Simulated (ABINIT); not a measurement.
# GaP (F-43m): G0W0 in ABINIT against the screening cutoff in the self-energy

Aim: move the screening cutoff in the self-energy of a G0W0 run on GaP (F-43m) over a wide range.

Program: ABINIT 10.8.3. Level of theory: PBE and many-body steps on it, plane waves. Results are calculated unless marked as measured.

### Step 1. Set-up

The structure is cubic, space group F-43m (No. 216). The conventional cell has a = 5.450 Å, b = 5.450 Å, c = 5.450 Å, α = 90.00°, β = 90.00°, γ = 90.00°. Nearest to Ga lie 4 P at 2.36 Å. P has 4 Ga at 2.36 Å nearest. Farther neighbours are not listed.

The cell and positions come from the Crystallography Open Database and are kept as given unless a step says otherwise.

### Step 2. Screening, 4×4×4 mesh, 268 bands, screening to 272.1 eV

This step: ABINIT 10.8.3; RPA screening on PBE, plane waves, norm-conserving pseudopotentials.

The RPA dielectric matrix is built and inverted for each q.

The input, run.abi:

```
acell 3*1.0 Angstrom
rprim 
  0.000000000000 2.725250000000 2.725250000000
  2.725250000000 0.000000000000 2.725250000000
  2.725250000000 2.725250000000 0.000000000000
ntypat 2
znucl 31 15
natom 2
typat 1 2
xred 
  0.000000000000 0.000000000000 0.000000000000
  0.250000000000 0.250000000000 0.250000000000
pp_dirpath "pseudos"
pseudos "Ga.upf, P.upf"
ecut 36
ngkpt 4 4 4
nshiftk 1
shiftk 0 0 0
kptopt 1
chksymbreak 0
istwfk *1
occopt 1
irdwfk 1
optdriver 3
nband 268
ecuteps 10
inclvkb 2
awtr 1
symchi 1
indata_prefix "in"
outdata_prefix "out"
tmpdata_prefix "tmp"
```

On the command line:

```console
OMP_NUM_THREADS=1 mpirun -n 8 abinit run.abi > log
```

The program printed:

```text
.Version 10.8.3 of ABINIT. v10.8.2 released Aug 2026.

 Symmetries : space group F-4 3 m (#216); Bravais cF (face-center cubic)
[... echo of the input left out ...]
== DATASET  1 ==================================================================
-   mpi_nproc: 8, omp_nthreads: 1 (-1 if OMP is not activated)

--- !DatasetInfo
iteration_state: {dtset: 1, }
dimensions: {natom: 2, nkpt: 8, mband: 268, nsppol: 1, nspinor: 1, nspden: 1, mpw: 2832, }
cutoff_energies: {ecut:  36.0, pawecutdg:  -1.0, }
electrons: {nelect:   1.80000000E+01, charge:   0.00000000E+00, occopt:   1.00000000E+00, tsmear:   1.00000000E-02, }

 SCREENING: Calculation of the susceptibility and dielectric matrices

 Based on a program developped by R.W. Godby, V. Olevano, G. Onida, and L. Reining.
 Incorporated in ABINIT by V. Olevano, G.-M. Rignanese, and M. Torrent.
.Using double precision arithmetic ; gwpc =  8

[... cell and pseudopotentials left out ...]
--------------------------------------------------------------------------------

 ==== K-mesh for the wavefunctions ====
 Number of points in the irreducible wedge :     8
[... list of points left out ...]
 Together with 24 symmetry operations and time-reversal symmetry
 yields    64 points in the full Brillouin Zone.

 ==== Q-mesh for the screening function ====
 Number of points in the irreducible wedge :     8
[... list of points left out ...]
 Together with 24 symmetry operations and time-reversal symmetry
 yields    64 points in the full Brillouin Zone.

 setmesh: FFT mesh size selected  =    30x   30x   30
          total number of points  =        27000

 vcoul_init : cutoff-mode = AUXILIARY_FUNCTION
 q-points for optical limit:   1
     1)      0.000010    0.000020    0.000030

- screening: taking advantage of time-reversal symmetry
- Maximum band index for partially occupied states nbvw = 9
- Remaining bands to be divided among processors   nbcw = 259
- Number of bands treated by each node ~32

 Number of electrons calculated from density =   18.0000; Expected =   18.0000
 average of density, n =  0.065891
 r_s =    1.5359
 omega_plasma =   24.7610 [eV]

 calculating chi0 at frequencies [eV] :
  1    0.000000E+00    0.000000E+00
  2    0.000000E+00    2.476105E+01

--------------------------------------------------------------------------------
  q-point number  1        q = ( 0.000000, 0.000000, 0.000000) [r.l.u.]
--------------------------------------------------------------------------------
[... chi0 elements left out ...]
 For q-point:  0.000010 0.000020 0.000030
  dielectric constant =  18.0951
  dielectric constant without local fields =  19.6309

  Average fulfillment of the sum rule on Im[epsilon] for q-point    1 :    111.26  [%]
[... wings left out ...]
  q-point number  2        q = ( 0.250000, 0.000000, 0.000000) [r.l.u.]
--------------------------------------------------------------------------------
[... chi0 elements left out ...]
  Average fulfillment of the sum rule on Im[epsilon] for q-point    2 :    129.04  [%]

 [... 6 further q-points ...]
```

Elapsed: 36 s, on 8 MPI ranks of Intel Xeon Platinum 8488C (Sapphire Rapids), shared host; peak memory 2 GiB; 4.8 min of CPU time.

Numbers from this step:

```yaml
eps_infinity_with_local_fields_on_this_mesh_along_the_program_s_q_direction: 18.10
the_same_without_local_fields: 19.63
plasma_frequency: 24.76 eV
plane_waves_in_the_screening_matrix: 411
```

Local fields lower ε∞ by 8 %. On a Γ-centred mesh this coarse the value itself is usually too large, while a short band sum pulls it down.

### Step 3. 1 Ha

This step: G0W0 on PBE, plane waves, norm-conserving pseudopotentials.

Edit run.abi of step 2 so:

```diff
@@ -23,8 +23,17 @@
 irdwfk 1
-optdriver 3
+optdriver 4
 nband 268
-ecuteps 10
-inclvkb 2
-awtr 1
-symchi 1
+gwcalctyp 0
+ecutsigx 36
+symsigma 1
+nkptgw 2
+kptgw 
+  0.0000000000 0.0000000000 0.0000000000
+  0.5000000000 0.5000000000 0.0000000000
+bdgw 
+  7 13
+  8 11
+ecuteps 1
+irdscr 1
+ppmodel 1
 indata_prefix "in"
```

The program printed:

```text
.Version 10.8.3 of ABINIT. v10.8.2 released Aug 2026.

 Symmetries : space group F-4 3 m (#216); Bravais cF (face-center cubic)
[... echo of the input left out ...]
== DATASET  1 ==================================================================
-   mpi_nproc: 8, omp_nthreads: 1 (-1 if OMP is not activated)

--- !DatasetInfo
iteration_state: {dtset: 1, }
dimensions: {natom: 2, nkpt: 8, mband: 268, nsppol: 1, nspinor: 1, nspden: 1, mpw: 2832, }
cutoff_energies: {ecut:  36.0, pawecutdg:  -1.0, }
electrons: {nelect:   1.80000000E+01, charge:   0.00000000E+00, occopt:   1.00000000E+00, tsmear:   1.00000000E-02, }

 SIGMA: Calculation of the GW corrections

 Based on a program developped by R.W. Godby, V. Olevano, G. Onida, and L. Reining.
 Incorporated in ABINIT by V. Olevano, G.-M. Rignanese, and M. Torrent.
.Using double precision arithmetic ; gwpc =  8

[... cell and pseudopotentials left out ...]
--------------------------------------------------------------------------------

 ==== K-mesh for the wavefunctions ====
 Number of points in the irreducible wedge :     8
[... list of points left out ...]
 Together with 24 symmetry operations and time-reversal symmetry
 yields    64 points in the full Brillouin Zone.

 ==== Q-mesh for screening function ====
 Number of points in the irreducible wedge :     8
[... list of points left out ...]
 Together with 24 symmetry operations and time-reversal symmetry
 yields    64 points in the full Brillouin Zone.

 vcoul_init : cutoff-mode = AUXILIARY_FUNCTION
 q-points for optical limit:   1
     1)      0.000010    0.000020    0.000030
 setmesh: FFT mesh size selected  =    40x   40x   40
          total number of points  =        64000

 Number of electrons calculated from density =   18.0000; Expected =   18.0000
 average of density, n =  0.065891
 r_s =    1.5359
 omega_plasma =   24.7610 [eV]

 === KS Band Gaps ===
  >>>> For spin  1
   Minimum direct gap =   1.8169 [eV], located at k-point      :   0.0000  0.0000  0.0000
   Fundamental gap    =   1.6526 [eV], Top of valence bands at :   0.0000  0.0000  0.0000
                                       Bottom of conduction at :   0.5000  0.5000  0.0000
 SIGMA fundamental parameters:
 PLASMON POLE MODEL  1
 number of plane-waves for SigmaX                 2741
 number of plane-waves for SigmaC and W             15
 number of plane-waves for wavefunctions          2741
 number of bands                                   268
 number of independent spin polarizations            1
 number of spinorial components                      1
 number of k-points in IBZ                           8
 number of q-points in IBZ                           8
 number of symmetry operations                      24
 number of k-points in BZ                           64
 number of q-points in BZ                           64
 number of frequencies for dSigma/dE                 9
 frequency step for dSigma/dE [eV]                0.25
 number of omega for Sigma on real axis              0
 max omega for Sigma on real axis  [eV]           0.00
 zcut for avoiding poles [eV]                     0.10

 EPSILON^-1 parameters (SCR file):
 dimension of the eps^-1 matrix on file            411
 dimension of the eps^-1 matrix used                15
 number of plane-waves for wavefunctions          2741
 number of bands                                   268
 number of q-points in IBZ                           8
 number of frequencies                               2
 number of real frequencies                          1
 number of imag frequencies                          1

 matrix elements of self-energy operator (all in [eV])

 Perturbative Calculation

--- !SelfEnergy_ee
iteration_state: {dtset: 1, }
kpoint     : [   0.000,    0.000,    0.000, ]
spin       : 1
KS_gap     :    1.817
QP_gap     :    2.227
Delta_QP_KS:    0.410
data: !SigmaeeData |
     Band     E0 <VxcDFT>   SigX SigC(E0)      Z dSigC/dE  Sig(E)    E-E0       E
        7   4.357 -12.838 -14.651   1.907   0.801  -0.249 -12.763   0.075   4.432
        8   4.357 -12.838 -14.651   1.907   0.801  -0.249 -12.763   0.075   4.432
        9   4.357 -12.838 -14.651   1.907   0.801  -0.249 -12.763   0.075   4.432
       10   6.174 -12.306  -7.906  -3.798   0.806  -0.240 -11.820   0.485   6.659
       11   8.244 -10.862  -6.778  -3.773   0.805  -0.243 -10.612   0.251   8.495
       12   8.244 -10.862  -6.778  -3.773   0.805  -0.243 -10.612   0.251   8.495
       13   8.244 -10.862  -6.778  -3.773   0.805  -0.243 -10.612   0.251   8.495

--- !SelfEnergy_ee
iteration_state: {dtset: 1, }
kpoint     : [   0.500,    0.500,    0.000, ]
spin       : 1
KS_gap     :    4.335
QP_gap     :    4.840
Delta_QP_KS:    0.504
data: !SigmaeeData |
     Band     E0 <VxcDFT>   SigX SigC(E0)      Z dSigC/dE  Sig(E)    E-E0       E
        8   1.674 -11.507 -14.675   2.686   0.787  -0.271 -11.887  -0.379   1.295
        9   1.674 -11.507 -14.675   2.686   0.787  -0.271 -11.887  -0.379   1.295
       10   6.010  -9.355  -5.501  -3.700   0.815  -0.227  -9.230   0.125   6.135
       11   6.179 -10.511  -6.390  -3.639   0.811  -0.234 -10.120   0.390   6.570

== END DATASET(S) ==============================================================
================================================================================

 -outvars: echo values of variables after computation  --------
           etotal      0.0000000000E+00
            nband         268
             nkpt           8
          spgroup         216
 [... the other variables as echoed above ...]

 Calculation completed.
```

Elapsed: 3.3 s, on 8 MPI ranks; peak memory 1.2 GiB; 25 s of CPU time.

This step gave:

- G0W0 gap on the points computed: 1.703 eV
- starting gap on the mesh: 1.653 eV
- k of the valence top: 0, 0, 0
- k of the conduction bottom: 0.5, 0.5, 0
- Z at the valence top: 0.801
- Z at the conduction bottom: 0.815
- least direct G0W0 gap on the computed points: 2.227 eV

### Step 4. 2 Ha

Edit run.abi of step 3 so:

```diff
@@ -35,3 +35,3 @@
   8 11
-ecuteps 1
+ecuteps 2
 irdscr 1
```

The program printed:

```text
.Version 10.8.3 of ABINIT. v10.8.2 released Aug 2026.

 Symmetries : space group F-4 3 m (#216); Bravais cF (face-center cubic)
[... echo of the input left out ...]
== DATASET  1 ==================================================================
-   mpi_nproc: 8, omp_nthreads: 1 (-1 if OMP is not activated)

--- !DatasetInfo
iteration_state: {dtset: 1, }
dimensions: {natom: 2, nkpt: 8, mband: 268, nsppol: 1, nspinor: 1, nspden: 1, mpw: 2832, }
cutoff_energies: {ecut:  36.0, pawecutdg:  -1.0, }
electrons: {nelect:   1.80000000E+01, charge:   0.00000000E+00, occopt:   1.00000000E+00, tsmear:   1.00000000E-02, }

 SIGMA: Calculation of the GW corrections

 Based on a program developped by R.W. Godby, V. Olevano, G. Onida, and L. Reining.
 Incorporated in ABINIT by V. Olevano, G.-M. Rignanese, and M. Torrent.
.Using double precision arithmetic ; gwpc =  8

[... cell and pseudopotentials left out ...]
--------------------------------------------------------------------------------

 ==== K-mesh for the wavefunctions ====
 Number of points in the irreducible wedge :     8
[... list of points left out ...]
 Together with 24 symmetry operations and time-reversal symmetry
 yields    64 points in the full Brillouin Zone.

 ==== Q-mesh for screening function ====
 Number of points in the irreducible wedge :     8
[... list of points left out ...]
 Together with 24 symmetry operations and time-reversal symmetry
 yields    64 points in the full Brillouin Zone.

 vcoul_init : cutoff-mode = AUXILIARY_FUNCTION
 q-points for optical limit:   1
     1)      0.000010    0.000020    0.000030
 setmesh: FFT mesh size selected  =    40x   40x   40
          total number of points  =        64000

 Number of electrons calculated from density =   18.0000; Expected =   18.0000
[...]
number of omega for Sigma on real axis              0
 max omega for Sigma on real axis  [eV]           0.00
 zcut for avoiding poles [eV]                     0.10

 EPSILON^-1 parameters (SCR file):
 dimension of the eps^-1 matrix on file            411
 dimension of the eps^-1 matrix used                27
 number of plane-waves for wavefunctions          2741
 number of bands                                   268
 number of q-points in IBZ                           8
 number of frequencies                               2
 number of real frequencies                          1
 number of imag frequencies                          1

 matrix elements of self-energy operator (all in [eV])

 Perturbative Calculation

--- !SelfEnergy_ee
iteration_state: {dtset: 1, }
kpoint     : [   0.000,    0.000,    0.000, ]
spin       : 1
KS_gap     :    1.817
QP_gap     :    2.273
Delta_QP_KS:    0.456
data: !SigmaeeData |
     Band     E0 <VxcDFT>   SigX SigC(E0)      Z dSigC/dE  Sig(E)    E-E0       E
        7   4.357 -12.838 -14.651   1.707   0.793  -0.260 -12.922  -0.084   4.273
        8   4.357 -12.838 -14.651   1.707   0.793  -0.260 -12.922  -0.084   4.273
        9   4.357 -12.838 -14.651   1.707   0.793  -0.260 -12.922  -0.084   4.273
[...]
--- !SelfEnergy_ee
iteration_state: {dtset: 1, }
kpoint     : [   0.500,    0.500,    0.000, ]
spin       : 1
KS_gap     :    4.335
QP_gap     :    4.890
Delta_QP_KS:    0.555
data: !SigmaeeData |
     Band     E0 <VxcDFT>   SigX SigC(E0)      Z dSigC/dE  Sig(E)    E-E0       E
[...]
10   6.010  -9.355  -5.501  -3.798   0.811  -0.232  -9.310   0.045   6.055
       11   6.179 -10.511  -6.390  -3.806   0.806  -0.241 -10.257   0.253   6.433

== END DATASET(S) ==============================================================
================================================================================

 -outvars: echo values of variables after computation  --------
           etotal      0.0000000000E+00
            nband         268
             nkpt           8
          spgroup         216
 [... the other variables as echoed above ...]

 Calculation completed.
```

Wall time 3.4 s (8 MPI ranks); peak memory 1.2 GiB; 26 s of CPU time.

Numbers from this step:

```
G0W0 gap on the points computed              : 1.782 eV
starting gap on the mesh                     : 1.653 eV
k of the valence top                         : 0, 0, 0
k of the conduction bottom                   : 0.5, 0.5, 0
Z at the valence top                         : 0.793
Z at the conduction bottom                   : 0.811
least direct G0W0 gap on the computed points : 2.273 eV
```

### Step 5. 3.5 Ha

The self-energy is evaluated for the states that the input lists, and the levels follow from it, in one-shot runs by the linearised quasiparticle equation.

Edit run.abi of step 4 so:

```diff
@@ -35,3 +35,3 @@
   8 11
-ecuteps 2
+ecuteps 3.5
 irdscr 1
```

The program printed:

```text
.Version 10.8.3 of ABINIT. v10.8.2 released Aug 2026.

 Symmetries : space group F-4 3 m (#216); Bravais cF (face-center cubic)
[... echo of the input left out ...]
== DATASET  1 ==================================================================
-   mpi_nproc: 8, omp_nthreads: 1 (-1 if OMP is not activated)

--- !DatasetInfo
iteration_state: {dtset: 1, }
dimensions: {natom: 2, nkpt: 8, mband: 268, nsppol: 1, nspinor: 1, nspden: 1, mpw: 2832, }
cutoff_energies: {ecut:  36.0, pawecutdg:  -1.0, }
[...]
Band     E0 <VxcDFT>   SigX SigC(E0)      Z dSigC/dE  Sig(E)    E-E0       E
[...]
10   6.010  -9.355  -5.501  -3.907   0.808  -0.238  -9.398  -0.043   5.967
       11   6.179 -10.511  -6.390  -4.019   0.800  -0.249 -10.429   0.082   6.261

== END DATASET(S) ==============================================================
================================================================================

 -outvars: echo values of variables after computation  --------
           etotal      0.0000000000E+00
            nband         268
             nkpt           8
          spgroup         216
 [... the other variables as echoed above ...]

 Calculation completed.
```

Elapsed: 3.7 s, on 8 MPI ranks; peak memory 1.2 GiB; 28 s of CPU time.

This step gave:

```
G0W0 gap on the points computed              : 2.012 eV
starting gap on the mesh                     : 1.653 eV
k of the valence top                         : 0, 0, 0
k of the conduction bottom                   : 0.5, 0.5, 0
least direct G0W0 gap on the computed points : 2.33 eV
```

The gap on the mesh goes from 1.65 eV to 2.01 eV, a correction of +0.36 eV.

(Continued in part 2 of 2.)

[Paths, hosts, dates, memory and timing lines, banners, echoed tables and standing remarks are left out of the program output.]

[Logs are printed without paths, hosts, clocks, repeated set-up lines and the standing remarks that a program may print on its own settings, such as how far it seeks lower states.]

[Runs of the session that timed out or met a known fault of the program may be left out.]

[Hosts, paths, dates, database ids (printed as entryN), source tags and the programs' standing remarks are cut or masked in the printed files.]

[G0W0 gaps are taken among the corrected bands and points alone; a level outside them can change the order at an edge.]

[Where Ansatz stands beside ABINIT at settings called matched, ABINIT's density can come from a denser mesh and the files from another edition; pairs whose starting gaps differed by over 0.03 eV were left out, so agreement reads better than it is.]
